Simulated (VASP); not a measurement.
A run of VASP 6.6.1 is set up as follows.

Contents of INCAR:

```
SYSTEM = Ni
ALGO = Normal ; EDIFF = 1E-7
EDIFFG = -0.002 ; ENCUT = 520
GGA = PE ; IBRION = 2
ISIF = 3 ; ISMEAR = 0
ISPIN = 2 ; LASPH = .TRUE.
LCHARG = .FALSE. ; LMAXMIX = 4
LORBIT = 11 ; LREAL = .FALSE.
LWAVE = .FALSE. ; MAGMOM = 0.8
NELM = 150 ; NSW = 80
PREC = Accurate ; SIGMA = 0.1
```

Contents of KPOINTS:

```
k-points
0
G
  12 12 12
  0 0 0
```

The input POSCAR:

```
Ni                                      
1.0
    0.0000000000      1.7602192836      1.7602192836
    1.7602192836      0.0000000000      1.7602192836
    1.7602192836      1.7602192836      0.0000000000
  Ni            
     1
Direct
     0.0000000000000000    0.0000000000000000    0.0000000000000000
```

Potentials or basis: VASP PAW PBE potentials, release 64 (Ni).

Launch:

```bash
$ cat potpaw_PBE.64/Ni/POTCAR > POTCAR
$ mpirun -np 1 vasp_std > vasp.out
```

Problem. Predict the relaxed volume.

Solution. 10.91 Å³/atom.

Problem. What does it give for the band gap on the k mesh?

Solution. None (metal or under the smearing width).

Problem. Predict the space group after relaxing (to 0.05 Å).

Solution. Fm-3m (No. 225).

Problem. Estimate the relaxed cell.

Solution. a = 2.490 Å, b = 2.490 Å, c = 2.490 Å, α = 60.00°, β = 60.00°, γ = 60.00°.

Final structure:
```
Ni
1.0
     0.00000    1.76042    1.76042
     1.76042    0.00000    1.76042
     1.76042    1.76042    0.00000
Ni
1
Cartesian
  1.7604 1.7604 3.5208
```
